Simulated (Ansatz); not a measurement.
# Cu under changes of volume

One of the cells (11.458 Å³/atom); the others are scaled copies at fixed shape and fractional positions:

```
Cu
1.0
    -1.44279    1.44279    1.37608
     1.44279   -1.44279    1.37608
     1.44279    1.44279   -1.37608
Cu
1
Direct
  0.00000 0.00000 0.00000
```

This isn't the form of Cu at room conditions, which is fcc.

- Program: Ansatz 0.2.0
- Functional: HSE06
- Potentials or basis: Ansatz PAW
- Cutoff: 420 eV (not typed: the program's choice for these potentials)
- k mesh: 8 × 8 × 8
- Occupations: fermi-dirac, width 0.05 eV
- Spin: no spin polarisation

| volume (Å³/atom) | energy over the lowest point (meV/atom) | pressure (GPa) |
| --- | --- | --- |
| 10.771 | 66.76 | 18.9 |
| 11.000 | 42.91 | 14.5 |
| 11.229 | 24.96 | 10.6 |
| 11.458 | 12.29 | 7.2 |
| 11.687 | 4.26 | 4.1 |
| 11.916 | ? | ? |
| 12.146 | 0.00 | -1.0 |

Question: What does the run at 11.916 Å³/atom give?

Answer: Energy over the lowest point 0.29 meV/atom; pressure 1.4 GPa.

Worked out: A Birch-Murnaghan fit of order 3 (a polynomial in V^(-2/3)) to the other rows has its minimum at 12.05 Å³/atom with B0 = V·E''(V) = 124 GPa and B' = 5.5 at fixed shape and positions, which overstates the stiffness. It gives 0.31 meV/atom at 11.916 Å³/atom, against the run's 0.29, and -dE/dV = 1.4 GPa, against 1.4.

Energies are extrapolated to zero smearing.

Caveats: all runs use coarse meshes; the PAW data sets come from PBE, with cores solved anew for the run's functional, which leaves a small shift of forces and pressure; the thresholds are loose for stress.
